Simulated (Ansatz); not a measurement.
A crystal relaxed with r2SCAN in Ansatz has space group P3m1 (No. 156) and a = 2.725 Å, c = 6.745 Å.

```tsv
atom	site	x	y	z
Xx	1a	0.0000	0.0000	0.9721
Xx	1c	0.6667	0.3333	0.6697
Xx	1b	0.3333	0.6667	0.3656
Xx	1c	0.6667	0.3333	0.8963
Xx	1b	0.3333	0.6667	0.5930
Si	1a	0.0000	0.0000	0.2534
```

With r2SCAN the valence top lies at Γ and the conduction bottom at M, 1.67 eV higher; the smallest vertical gap, at A–L (0.50 of the way from A), is 3.72 eV. The HSE06 gap is indirect, 2.32 eV (Γ to M), below the direct gap of 4.57 eV at A–L (0.50 of the way from A). The PBE gap is indirect, 1.37 eV (Γ to M), below the direct gap of 3.40 eV at A–L (0.50 of the way from A). Meshes: r2SCAN 12×12×4, HSE06 6×6×2, PBE 12×12×4. r2SCAN's ε∞ is 6.6 along x and y, 6.5 along z.

Problem. Which element is Xx?
A. Pb
B. C
C. Sn
D. Ge

Solution. B. Xx is C: an ordered 6-atom cell of SiC5 on the diamond lattice (P3m1). C is surrounded by 3 C at 1.65 Å and 1 Si at 1.90 Å; C is surrounded by 4 C at 1.53–1.66 Å; C is surrounded by 1 C at 1.53 Å and 3 Si at 1.75 Å; C is surrounded by 4 C at 1.53–1.65 Å; Si is surrounded by 4 C at 1.75–1.90 Å.

The calculation is spin-unpolarised, and the structure need not be a phase that has been made.

The meshes of the hybrids are coarse, so their gaps aren't converged to the digits shown.
